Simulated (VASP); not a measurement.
Write the native input for VASP 6.6.1 that does the following.

- Task: atomic charges
- Functional: RPBE
- Dispersion: D3
- Potentials or basis: VASP PAW PBE potentials, release 64 (Na_sv_GW)
- Cutoff: 600 eV
- k mesh: 9 × 9 × 9
- Occupations: methfessel-paxton, width 0.1 eV
- Spin: no spin polarisation
- Further INCAR settings: ALGO = Fast; EDIFF = 1e-06

The structure of Na lies in POSCAR:

```
Na
1.0
   -2.1691742836      2.1691742836      2.1691742836
    2.1691742836     -2.1691742836      2.1691742836
    2.1691742836      2.1691742836     -2.1691742836
Na
1
Direct
    0.0000000000      0.0000000000      0.0000000000
```

The cell isn't the ideal one: volume scaled by 1.04.

These files were run (other wordings do the same):

INCAR

```
  PREC = Accurate
  ENCUT = 600
  EDIFF = 1E-6
  ISMEAR = 1
  SIGMA = 0.1
  LREAL = F
  LASPH = T
  NELM = 100
  ALGO = Fast
  ISIF = 2
  LWAVE = F
  LCHARG = F
  GGA = RP
  IVDW = 11
  LORBIT = 11
```

KPOINTS

```
Automatic mesh
0
Gamma
  9 9 9
```

Potentials or basis: VASP PAW PBE potentials, release 64 (Na_sv_GW).

The run is started by

```bash
$ cat potpaw_PBE.64/Na_sv_GW/POTCAR > POTCAR
$ mpirun -np 1 vasp_std > vasp.out
```

Results of the run:

```
Pressure                                              : -1.2 GPa
Band gap on the k mesh                                : none (metal or under the smearing width)
Valence electrons inside the program's atomic spheres : Na 7.97
Dispersion energy per atom                            : -0.252 eV
```

Caveat: the PAW data sets were made with another functional, which shifts forces and pressure a little; pairwise dispersion overbinds metals, which lowers pressure and volume.

Run time: 8.4 s on 1 thread of AMD EPYC 7R13 Processor (Zen 3), on a shared host, peak memory 0.14 GiB.
